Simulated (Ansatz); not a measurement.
# Cobalt, diamond: r²SCAN0 after r²SCAN, part 2 of 2

How do the levels and moments change when part of the exchange is made exact, and what does it cost? The cell comes from an earlier r²SCAN relaxation. Exact exchange is dear, so the k-mesh is coarse, and r²SCAN is run on the same mesh for comparison.

Ansatz 0.2.0, plane waves with PAW, scalar-relativistic.

**3. r²SCAN0, coarse mesh**

The run with r²SCAN0.

Input file input.yaml:

```yaml
crystal:
  lattice:
    - [0.0, 2.5172985867, 2.5172985867]
    - [2.5172985867, 0.0, 2.5172985867]
    - [2.5172985867, 2.5172985867, 0.0]
  atoms:
    - { symbol: Co, position: [0.125, 0.125, 0.125], spin: -1.917 }
    - { symbol: Co, position: [0.875, 0.875, 0.875], spin: -1.917 }
hamiltonian:
  xc: r2scan0
  pseudopotentials:
    kind: paw
    azcp:
      Co: "pseudopotentials/Co.paw.azcp"
basis:
  ecutwfc: 500
  fft_grid_basis: typed
kpoints:
  mp_grid: { grid: [6, 6, 6], shift: [0, 0, 0] }
magnetization:
  spin_polarized: true
scf:
  occupations: { method: fermi_dirac, width: 0.1 }
output:
  write_density: true
  write_potential: true
  elf: true
  volumetric_format: npy
```

Launch:

```console
$ ansatz run input.yaml --threads 4 --pin off --max-ram 8192MiB --backend cpu --events-out ev --progress --plain --runs-dir out
```

Standard output:

```text
Warning: RAYON_NUM_THREADS=4 ignored (pool sized by the plan → 4); use --threads N
Engine: ansatz 0.2.0, aarch64-unknown-linux-gnu
Pseudopotentials: kind: paw
Pseudopotential: Co, paw, valence charge 17, recommended cutoff 500 eV (meta_gga), <dir>
Functional definition: r2SCAN0
  parameter a = 0.25
  parameter k0 = 0.174
  parameter k1 = 0.065
  parameter a1 = 4.9479
  exchange = (1 - a)*r2scan_x(k0 = k0, k1 = k1, a1 = a1) + a*exact_x
  correlation = r2scan_c
Crystal: 2 atoms, lattice volume = 31.903 Å³
Basis set: ecut = 500 eV, 869 PW (Γ), exchange–correlation on 108×108×108 points (64 copies of the dense FFT grid, shifted against one another)
Bands: 23, of which v1, the nominal top of the filled ones, is band 17 counted from 1 (16 counted from 0)
Symmetry: 48 space group operations
Space group: Fd-3m (ITA 227), of the structure as read, at distance tolerance 3.2e-5 Å
Magnetic group: BNS 227.128 (UNI 1630), of the structure as read, at distance tolerance 3.2e-5 Å
k-points: 16 of 216
Non-local potential: Co, projectors of the file, l = 0: 3, l = 1: 2, l = 2: 3, l = 3: 1
PAW form: soft (Blöchl's): semilocal exchange-correlation on the pseudo side does not see the compensation charge
PAW frozen core: Co, regenerated for the run's functional, and the local potential with it (the file was generated under x = pbe(κ = 0.804, μ = 0.2195149727645171), c = pbe(β = 0.06672455060314922))
PAW one-centre angular grid: Co, 590 points (default); XC on 160 Gauss nodes
Initial density: superposition of atomic densities (chi_scale 0.1, normalization cell)
Starting moments: Σ|m| = 3.834 μB on 2 of 2 sites
Initial wavefunctions: pseudopotential atomic-orbital guess
Functional: x = r2scan, c = r2scan; τ floored in thin density (d = 2e-4 eV/Å³), warm-up for x = 0.75 r2scan + 0.25 exact, c = r2scan; τ floored in thin density (d = 2e-4 eV/Å³)
iter 1 solved again at ethr=5.70e-3 eV; its pass at ethr=1.00e-1 eV (dr2=1.94e0 eV) is discarded
SCF iter   1: F=—  HF=-10260.085656 eV  |F-HF|=—  |Δ(HF+E_count)|=         —  Δρ=6.04e-2 (↑3.32e-2 ↓6.04e-2)  dr2=2.00e0  dr2_τ=8.64e-2  dr2_m=1.74e-1  M=-3.401 μB ∫|m|=3.480 μB  β_m=1.00  ethr=5.70e-3  ⟨swp⟩=3.9  Hψ=3683  notcnv=0
preconditioner: auto → Kerker (q_TF=auto, 2.757 Å⁻¹)  [metal: Δε(μ)=0.070 eV  Ē_g=7.961 eV  σ=0.100 eV  W_gap=0.17  n_scr=14 (ndim 8)  ℏωp=27.9 eV  f_vac=0.000  D(μ)=1.75/eV (n_scr^D=14)]
spin=Collinear: Kerker preconditioning applied to the charge; magnetization (m = ρ↑ − ρ↓) channel mixes plain (no charge-response kernel on spin).
SCF iter   2: F=—  HF=-10260.146903 eV  |F-HF|=—  |Δ(HF+E_count)|=   6.12e-2  Δρ=2.95e-2 (↑1.75e-2 ↓2.95e-2)  dr2=5.09e-1  dr2_τ=8.22e-3  dr2_m=8.00e-2  M=-3.426 μB ∫|m|=3.722 μB  β_m=1.00  ethr=5.70e-3  ⟨swp⟩=2.8  Hψ=1525  notcnv=0  defer=2
SCF iter   3: F=—  HF=-10260.180013 eV  |F-HF|=—  |Δ(HF+E_count)|=   3.31e-2  Δρ=1.50e-2 (↑1.50e-2 ↓1.24e-2)  dr2=1.75e-1  dr2_τ=1.23e-3  dr2_m=1.58e-2  M=-3.487 μB ∫|m|=3.850 μB  β_m=1.00  ethr=1.50e-3  ⟨swp⟩=3.0  Hψ=1560  notcnv=0  defer=6
iter 4 solved again at ethr=1.86e-5 eV; its pass at ethr=5.15e-4 eV (dr2=6.31e-3 eV) is discarded
SCF iter   4: F=—  HF=-10260.242561 eV  |F-HF|=—  |Δ(HF+E_count)|=   6.25e-2  Δρ=7.53e-3 (↑5.75e-3 ↓7.53e-3)  dr2=6.32e-3  dr2_τ=6.11e-4  dr2_m=1.03e-2  M=-3.546 μB ∫|m|=3.949 μB  β_m=1.00  ethr=1.86e-5  ⟨swp⟩=2.8  Hψ=3380  notcnv=0  defer=2
SCF iter   5: F=—  HF=-10260.289933 eV  |F-HF|=—  |Δ(HF+E_count)|=   4.74e-2  Δρ=8.40e-3 (↑8.40e-3 ↓3.31e-3)  dr2=2.26e-2  dr2_τ=1.71e-4  dr2_m=3.08e-3  M=-3.583 μB ∫|m|=4.005 μB  β_m=1.00  ethr=1.86e-5  ⟨swp⟩=4.1  Hψ=2279  notcnv=0  defer=1
SCF iter   6: F=—  HF=-10260.330796 eV  |F-HF|=—  |Δ(HF+E_count)|=   4.09e-2  Δρ=2.88e-3 (↑1.29e-3 ↓2.88e-3)  dr2=9.79e-4  dr2_τ=1.64e-4  dr2_m=6.22e-4  M=-3.588 μB ∫|m|=4.030 μB  β_m=0.30  ethr=1.86e-5  ⟨swp⟩=3.7  Hψ=1984  notcnv=0
Mixer restart at iter 6: flushing history
spin-set hold released at iteration 6 (site moments contracting): the magnetisation degrees of freedom join the quasi-Newton model from the next iteration; the mixer history was flushed
SCF iter   7: F=—  HF=-10260.354151 eV  |F-HF|=—  |Δ(HF+E_count)|=   2.34e-2  Δρ=3.09e-3 (↑1.60e-3 ↓3.09e-3)  dr2=5.57e-4  dr2_τ=3.38e-5  dr2_m=1.32e-3  M=-3.597 μB ∫|m|=4.048 μB  β_m=0.64  ethr=2.88e-6  ⟨swp⟩=3.6  Hψ=1920  notcnv=0
[... 9 lines left out ...]
SCF 1 converged in 16 iterations: F = -10260.382873 eV  dr2 = 3.64e-11
Initial density: handed on by an earlier stage of this run
Starting moments: Σ|m| = 3.834 μB on 2 of 2 sites; this step starts from the density that it was given
Initial wavefunctions: those handed on with the density
Functional: x = 0.75 r2scan + 0.25 exact, c = r2scan; τ floored in thin density (d = 2e-4 eV/Å³)
Frozen-core exchange: fock
[... 2 lines left out ...]
preconditioner: auto → Kerker (q_TF=auto, 2.757 Å⁻¹)  [metal: Δε(μ)=0.105 eV  Ē_g=10.464 eV  σ=0.100 eV  W_gap=0.26  n_scr=14 (ndim 8)  ℏωp=27.9 eV  f_vac=0.003  D(μ)=0.66/eV (n_scr^D=0)]
spin=Collinear: Kerker preconditioning applied to the charge; magnetization (m = ρ↑ − ρ↓) channel mixes plain (no charge-response kernel on spin).
[... 8 lines left out ...]
SCF 2 converged in 9 iterations: F = -10254.129289 eV  dr2 = 1.15e-8
hybrid outer 1: dexx = +8.790e-2 eV, tail = 1.17e-1 eV
Frozen-core exchange: fock
[... 1 line left out ...]
preconditioner: auto → Kerker (q_TF=auto, 2.757 Å⁻¹)  [metal: Δε(μ)=0.023 eV  Ē_g=10.629 eV  σ=0.100 eV  W_gap=0.06  n_scr=14 (ndim 8)  ℏωp=27.9 eV  f_vac=0.000  D(μ)=0.67/eV (n_scr^D=0)]
spin=Collinear: Kerker preconditioning applied to the charge; magnetization (m = ρ↑ − ρ↓) channel mixes plain (no charge-response kernel on spin).
[... 8 lines left out ...]
SCF 3 converged in 8 iterations: F = -10254.248833 eV  dr2 = 1.69e-8
hybrid outer 2: dexx = +1.320e-2 eV, tail = 2.04e-2 eV, magnetization grown 1.0360 times (not accepted), Δε = 4.76e-1 eV (about 3.21e-1 eV left of the loop's levels)
Frozen-core exchange: fock
[... 1 line left out ...]
preconditioner: auto → Kerker (q_TF=auto, 2.757 Å⁻¹)  [metal: Δε(μ)=0.210 eV  Ē_g=10.706 eV  σ=0.100 eV  W_gap=0.47  n_scr=14 (ndim 8)  ℏωp=27.9 eV  f_vac=0.000  D(μ)=0.67/eV (n_scr^D=0)]
spin=Collinear: Kerker preconditioning applied to the charge; magnetization (m = ρ↑ − ρ↓) channel mixes plain (no charge-response kernel on spin).
[... 6 lines left out ...]
SCF 4 converged in 6 iterations: F = -10254.268262 eV  dr2 = 2.63e-8
hybrid outer 3: dexx = +3.495e-3 eV, tail = 5.92e-3 eV, magnetization grown 1.0148 times (not accepted), Δε = 1.36e-1 eV (about 1.17e-1 eV left of the loop's levels)
Frozen-core exchange: fock
[... 1 line left out ...]
preconditioner: auto → none  [insulator: Δε(μ)=0.278 eV  Ē_g=10.742 eV  σ=0.100 eV  W_gap=0.59  n_scr=14 (ndim 8)  ℏωp=27.9 eV  f_vac=0.000  D(μ)=0.64/eV (n_scr^D=0)]
[... 3 lines left out ...]
SCF 5 stopped early in 3 iterations: F = -10254.275233 eV  dr2 = 1.50e-4
hybrid outer 4: dexx = +2.131e-3 eV, tail = 9.67e-3 eV, Δε = 2.18e-1 eV (about 1.74e-1 eV left of the loop's levels)
Frozen-core exchange: fock
[... 1 line left out ...]
preconditioner: auto → none  [insulator: Δε(μ)=0.248 eV  Ē_g=10.763 eV  σ=0.100 eV  W_gap=0.53  n_scr=14 (ndim 8)  ℏωp=27.9 eV  f_vac=0.000  D(μ)=0.63/eV (n_scr^D=0)]
[... 20 lines left out ...]
SCF 6 converged in 20 iterations: F = -10254.283907 eV  dr2 = 4.63e-9
hybrid outer 5: dexx = +6.398e-2 eV, tail = 2.47e-2 eV, Δε = 5.85e-1 eV (about 1.73e0 eV left of the loop's levels)
Frozen-core exchange: fock
[... 1 line left out ...]
preconditioner: auto → none  [insulator: Δε(μ)=0.406 eV  Ē_g=10.766 eV  σ=0.100 eV  W_gap=0.71  n_scr=14 (ndim 8)  ℏωp=27.9 eV  f_vac=0.000  D(μ)=0.38/eV (n_scr^D=0)]
[... 5 lines left out ...]
SCF 7 converged in 5 iterations: F = -10254.288920 eV  dr2 = 2.31e-10
hybrid outer 6: dexx = +1.759e-3 eV, tail = 1.29e-2 eV, Δε = 1.56e-1 eV (about 8.77e-1 eV left of the loop's levels)
Frozen-core exchange: fock
[... 1 line left out ...]
preconditioner: auto → none  [insulator: Δε(μ)=0.618 eV  Ē_g=10.771 eV  σ=0.100 eV  W_gap=0.84  n_scr=14 (ndim 8)  ℏωp=27.9 eV  f_vac=0.000  D(μ)=0.36/eV (n_scr^D=0)]
[... 5 lines left out ...]
SCF 8 stopped early in 5 iterations: F = -10254.294953 eV  dr2 = 8.87e-5
hybrid outer 7: dexx = +7.503e-3 eV, tail = inf eV, first dr2_mag = 5.44e-5 eV (risen), Δε = 2.61e-1 eV (about 4.63e-1 eV left of the loop's levels)
Frozen-core exchange: fock
[... 1 line left out ...]
preconditioner: auto → none  [insulator: Δε(μ)=0.704 eV  Ē_g=10.785 eV  σ=0.100 eV  W_gap=0.84  n_scr=14 (ndim 8)  ℏωp=27.9 eV  f_vac=0.000  D(μ)=0.35/eV (n_scr^D=0)]
[... 13 lines left out ...]
SCF 9 converged in 12 iterations: F = -10254.295159 eV  dr2 = 5.39e-11
hybrid outer 8: dexx = +6.973e-4 eV, tail = 1.49e-5 eV, Δε = 4.70e-2 eV (about 1.49e-2 eV left of the loop's levels)
Frozen-core exchange: fock
[... 1 line left out ...]
preconditioner: auto → none  [insulator: Δε(μ)=0.703 eV  Ē_g=10.786 eV  σ=0.100 eV  W_gap=0.85  n_scr=14 (ndim 8)  ℏωp=27.9 eV  f_vac=0.000  D(μ)=0.35/eV (n_scr^D=0)]
[... 1 line left out ...]
SCF 10 converged in 2 iterations: F = -10254.295166 eV  dr2 = 1.97e-9
hybrid outer 9: dexx = +1.302e-8 eV, tail = 4.57e-8 eV, Δε = 3.84e-4 eV (about 8.50e-4 eV left of the loop's levels)
Frozen-core exchange: fock
[... 2 lines left out ...]
preconditioner: auto → none  [insulator: Δε(μ)=0.658 eV  Ē_g=10.787 eV  σ=0.100 eV  W_gap=0.80  n_scr=14 (ndim 8)  ℏωp=27.9 eV  f_vac=0.000  D(μ)=0.34/eV (n_scr^D=0)]
[... 4 lines left out ...]
SCF 11 stopped early in 5 iterations: F = -10254.295145 eV  dr2 = 1.16e-7
hybrid outer 1: dexx = +4.176e-4 eV, tail = 9.54e-7 eV
Frozen-core exchange: fock
[... 1 line left out ...]
preconditioner: auto → none  [insulator: Δε(μ)=0.700 eV  Ē_g=10.786 eV  σ=0.100 eV  W_gap=0.84  n_scr=14 (ndim 8)  ℏωp=27.9 eV  f_vac=0.000  D(μ)=0.35/eV (n_scr^D=0)]
[... 3 lines left out ...]
SCF 12 converged in 3 iterations: F = -10254.295165 eV  dr2 = 7.20e-8
hybrid outer 2: dexx = +5.155e-7 eV, tail = 1.68e-7 eV, Δε = 2.46e-3 eV (about 1.95e-3 eV left of the loop's levels)
exact exchange: an outer loop of this run ended on a state whose frontier levels can be filled otherwise, and a further loop was made from that state with electrons moved between them. It converged no lower than the two loops' stops tell apart, in 8 SCF iterations, so its state is not used
Frozen-core exchange: fock
iter 1 solved again at ethr=9.62e-8 eV; its pass at ethr=1.00e-1 eV (dr2=3.27e-5 eV) is discarded
SCF iter   1: F=—  HF=-10254.294621 eV  |F-HF|=—  |Δ(HF+E_count)|=         —  Δρ=3.25e-4 (↑2.76e-5 ↓3.25e-4)  dr2=1.54e-4  dr2_τ=1.40e-6  dr2_m=6.64e-6  M=-3.731 μB ∫|m|=4.953 μB  β_m=0.30  ethr=9.62e-8  ⟨swp⟩=2.6  Hψ=2301  notcnv=0
preconditioner: auto → none  [insulator: Δε(μ)=0.686 eV  Ē_g=10.786 eV  σ=0.100 eV  W_gap=0.83  n_scr=14 (ndim 8)  ℏωp=27.9 eV  f_vac=0.000  D(μ)=0.35/eV (n_scr^D=0)]
SCF iter   2: F=—  HF=-10254.295014 eV  |F-HF|=—  |Δ(HF+E_count)|=   3.92e-4  Δρ=1.78e-4 (↑1.78e-4 ↓6.09e-5)  dr2=4.12e-5  dr2_τ=8.43e-8  dr2_m=2.99e-6  M=-3.730 μB ∫|m|=4.954 μB  β_m=0.44  ethr=9.62e-8  ⟨swp⟩=3.2  Hψ=1499  notcnv=0
iter 3 solved again at ethr=8.25e-10 eV; its pass at ethr=1.39e-8 eV (dr2=2.80e-7 eV) is discarded
SCF iter   3: F=—  HF=-10254.295141 eV  |F-HF|=—  |Δ(HF+E_count)|=   1.27e-4  Δρ=3.37e-5 (↑1.65e-5 ↓3.37e-5)  dr2=5.51e-6  dr2_τ=1.48e-7  dr2_m=1.02e-7  M=-3.729 μB ∫|m|=4.955 μB  β_m=0.53  ethr=8.25e-10  ⟨swp⟩=2.0  Hψ=3345  notcnv=0
SCF iter   4: F=—  HF=-10254.295160 eV  |F-HF|=—  |Δ(HF+E_count)|=   1.98e-5  Δρ=7.46e-5 (↑7.46e-5 ↓3.35e-5)  dr2=1.42e-6  dr2_τ=1.85e-8  dr2_m=4.71e-7  M=-3.730 μB ∫|m|=4.956 μB  β_m=0.76  ethr=8.24e-10  ⟨swp⟩=4.2  Hψ=1994  notcnv=0
SCF iter   5: F=-10254.295163 eV  HF=-10254.295163 eV  |F-HF|=1.92e-8  |Δ(HF+E_count)|=   3.05e-6  Δρ=3.91e-5 (↑8.86e-6 ↓3.91e-5)  dr2=2.52e-7  dr2_τ=6.48e-9  dr2_m=1.62e-7  M=-3.730 μB ∫|m|=4.957 μB  ethr=8.24e-10  ⟨swp⟩=4.0  Hψ=2278  notcnv=0
SCF 13 stopped early in 5 iterations: F = -10254.295163 eV  dr2 = 2.52e-7
hybrid outer 1: dexx = +1.103e-3 eV, tail = 1.79e-6 eV
Frozen-core exchange: fock
SCF iter   1: F=—  HF=-10254.295165 eV  |F-HF|=—  |Δ(HF+E_count)|=         —  Δρ=1.67e-5 (↑1.67e-5 ↓1.53e-5)  dr2=3.66e-7  dr2_τ=4.29e-10  dr2_m=1.41e-9  M=-3.730 μB ∫|m|=4.957 μB  β_m=0.30  ethr=2.64e-8  ⟨swp⟩=2.9  Hψ=1541  notcnv=0
preconditioner: auto → none  [insulator: Δε(μ)=0.707 eV  Ē_g=10.786 eV  σ=0.100 eV  W_gap=0.85  n_scr=14 (ndim 8)  ℏωp=27.9 eV  f_vac=0.000  D(μ)=0.35/eV (n_scr^D=0)]
SCF iter   2: F=—  HF=-10254.295166 eV  |F-HF|=—  |Δ(HF+E_count)|=   8.58e-7  Δρ=1.44e-5 (↑1.44e-5 ↓6.05e-6)  dr2=1.01e-7  dr2_τ=1.79e-9  dr2_m=2.06e-8  M=-3.730 μB ∫|m|=4.957 μB  β_m=0.45  ethr=4.82e-10  ⟨swp⟩=3.6  Hψ=1650  notcnv=0
SCF iter   3: F=-10254.295167 eV  HF=-10254.295167 eV  |F-HF|=5.18e-9  |Δ(HF+E_count)|=   8.01e-7  Δρ=1.54e-5 (↑3.76e-6 ↓1.54e-5)  dr2=4.09e-8  dr2_τ=1.22e-9  dr2_m=2.58e-8  M=-3.730 μB ∫|m|=4.958 μB  ethr=1.07e-10  ⟨swp⟩=3.6  Hψ=1982  notcnv=0
SCF 14 converged in 3 iterations: F = -10254.295167 eV  dr2 = 4.09e-8
hybrid outer 2: dexx = +1.602e-6 eV, tail = 1.79e-7 eV, Δε = 4.41e-3 eV (about 9.96e-4 eV left of the loop's levels)
exact exchange: an outer loop of this run ended on a state whose frontier levels can be filled otherwise, and a further loop was made from that state with electrons moved between them. It converged no lower than the two loops' stops tell apart, in 8 SCF iterations, so its state is not used
this state was not tested for a lower state beside it, because the functional holds exact exchange (a hybrid, or Hartree-Fock), whose exchange loop this test does not read (fock_operator); the stability check (scf.self_checks: high) cannot read this state: a pseudopotential is PAW: the check reads norm-conserving sets alone
hybrid SCF converged: 9 outer / 70 inner (+16 warm-up), last move |dexx| = 1.30e-8 eV, tail = 4.57e-8 eV
Magnetization: -3.7302 μB (15.1349 up, 18.8651 down)
Absolute magnetization: 4.9709 μB (∫|ρ↑−ρ↓|, with the PAW one-centre terms)
Spin contamination: 0.4116 ħ² per cell (⟨S²⟩ above its minimum at these occupations)
Per-site moments (μB) at R_I (Å): [(-2.1435677609582955, 0.8992683665595563), (-2.1435677609582946, 0.8992683665595563)]
Free energy (F): -10254.295166 eV
Frozen-core exchange: fock
Harris-Foulkes:  -10254.295166 eV  (|F-HF|=1.97e-9)
Internal energy: -10254.281402 eV  (E = F + TS)
E sigma→0 (E₀):  -10254.288284 eV
Entropy (-TS):   -0.013764 eV (-6.882 meV/atom)
Fermi energy:    11.731246 eV
--- Per-component energies (eV) ---
  E_band       = -888.939195
  E_kinetic    = 909.820222
  E_local      = -7389.333196  (includes V_loc(G=0)·N_el)
  E_nonlocal   = 929.591445
  E_hartree    = 3117.983986
  E_xc         = -239.272664
  E_vxc        = -344.605617  (∫ρ·V_xc dr)
  E_exx        = -182.725451  (= α·E_x^exact, valence–valence)
  E_paw        = -2946.894557  (= ΣΔE_a)
  E_vpaw       = -885.276112  (= ΣTr[D̂ρ^β])
  E_aug_tail   = 0.000068  (compensation charges beyond the density's cutoff)
  E_vtau       = 20.350026  (kinetic-family band-sum trace: ∫τ·v_τ [+ j·A + Jᵃ·Aᵃ] dr)
  E_ewald      = -4452.619754
  E_core_change = -0.831500  (= ΣΔE_core)
  E_smearing   = -0.013764  (= −TS)
  E_closure    = 0.000000  (closes the sum)
  Σ components = -10254.295166   (vs F -10254.295166, Δ=-1.82e-12)
--- Band table (eV; the first three rows and the last of 32) ---
  k-point 0 ↑: bands = ["-90.8447", "-90.6125", "-51.4410", "-51.4410", "-51.4410", "-51.0095", "-51.0095", "-51.0095", "2.3726", "7.9251", "7.9251", "7.9251", "9.4736", "9.4736", "10.7526", "10.7526", "10.7526", "15.5031", "15.5031", "25.7962", "25.7962"]
  k-point 1 ↑: bands = ["-90.8329", "-90.6236", "-51.4536", "-51.4536", "-51.4392", "-51.0160", "-50.9974", "-50.9974", "2.9783", "7.9096", "7.9096", "7.9814", "9.6260", "9.6260", "10.3996", "11.0471", "11.0471", "15.3520", "15.3520", "20.8263", "23.9780"]
  k-point 2 ↑: bands = ["-90.8045", "-90.6511", "-51.4778", "-51.4778", "-51.4391", "-51.0296", "-50.9750", "-50.9750", "4.6451", "7.9948", "7.9948", "8.1970", "9.3191", "9.4880", "9.4880", "12.5258", "12.5258", "14.8265", "14.8265", "16.5191", "22.6270"]
  k-point 15 ↓: bands = ["-94.8217", "-94.8217", "-55.8188", "-55.8188", "-55.5931", "-55.5931", "-55.3641", "-55.3641", "4.0570", "4.0570", "4.9485", "4.9485", "5.5252", "5.5252", "5.8689", "5.8689", "7.6059", "7.6059", "12.9979", "12.9979", "15.2711"]
  guard bands above this table: 2 of the run's 23 bands, where the rule asks 3: the bands that hold charge and the lowest empty level above them stay in the table. The solve was not asked for them (output.publish_guard_bands: true or output.eigenvalues: true publishes all)
```

Wall time 60 s (4 threads of Arm Neoverse V1, shared host); peak memory 1.1 GiB.

Axes a, b and c in the maps are those of this run's conventional cell (a, b, c = 5.035, 5.035, 5.035 Å).

Density in a lattice plane of the grid's cell (edges 5.03 and 5.03 Å, at 0.125 of the third edge), which holds Co. It is the smooth density of the valence electrons, not physical close to the nuclei.

Ten even steps from '0' (0.06 e/Å³) to '9' (41.06 e/Å³):
```
000000000000000000000000
000000000000000000000000
000000000000000000000000
000000000000000000000000
000000000000000000000000
000000000000012321000000
000000000000026972000000
000000000000026972000000
000000000000012321000000
000000000000000000000000
000000000000000000000000
000000000000000000000000
000000000000000000000000
000000000000000000000000
000000000000000000000000
012321000000000000000000
026972000000000000000000
026972000000000000000000
012321000000000000000000
000000000000000000000000
```
Columns run along the first of these edges and rows up along the second, over one cell in 24 and 20 even steps from the bottom left corner. Atoms in the plane (fractional): Co at (0.12, 0.12), Co at (0.62, 0.62).

Spin density (up less down) in a lattice plane of the grid's cell (edges 5.03 and 5.03 Å, at 0.125 of the third edge), which holds Co.

Ten even steps from '0' (-6.96 e/Å³) to '9' (0.04 e/Å³):
```
999999999999999999999999
999999999999999999999999
999999999999999999999999
999999999999999999999999
999999999999999999999999
999999999999997678999999
999999999999973027999999
999999999999973037999999
999999999999997678999999
999999999999999999999999
999999999999999999999999
999999999999999999999999
999999999999999999999999
999999999999999999999999
999999999999999999999999
997678999999999999999999
973027999999999999999999
973037999999999999999999
997678999999999999999999
999999999999999999999999
```
Columns run along the first of these edges and rows up along the second, over one cell in 24 and 20 even steps from the bottom left corner. Atoms in the plane (fractional): Co at (0.12, 0.12), Co at (0.62, 0.62).

**4. The functionals compared**

| functional | gap on the mesh | Fermi energy (eV) | magnetic state | SCF cycles | exchange loops | CPU time |
| --- | --- | --- | --- | --- | --- | --- |
| r²SCAN | none (levels filled in part) | 11.365 | ferromagnetic, up to 1.90 μB per atom | 18 | - | 9.8 s |
| r²SCAN0 | none (levels filled in part) | 11.731 | ferromagnetic, up to 2.14 μB per atom | 86 | 9 | 3.6 min |

**5. What came out**

This closing draws on all 2 parts.

| quantity | value |
| --- | --- |
| r²SCAN: gap | none (levels filled in part) |
| r²SCAN: magnetic state | ferromagnetic, up to 1.90 μB per atom |
| r²SCAN0: gap | none (levels filled in part) |
| r²SCAN0: magnetic state | ferromagnetic, up to 2.14 μB per atom |
| r²SCAN0: SCF cycles, exchange loops | 86, 9 |
| r²SCAN0: CPU time over that of r²SCAN | 22 |

What this shows: Both r²SCAN and r²SCAN0 leave levels filled in part. The largest moment goes from 1.90 to 2.14 μB; exact exchange favours larger moments in itinerant magnets. The hybrid took 22 times as much CPU time as r²SCAN on the same settings. r²SCAN0 needed 9 outer loops of the exchange operator. The total energies in the logs cannot be compared from one functional to another.
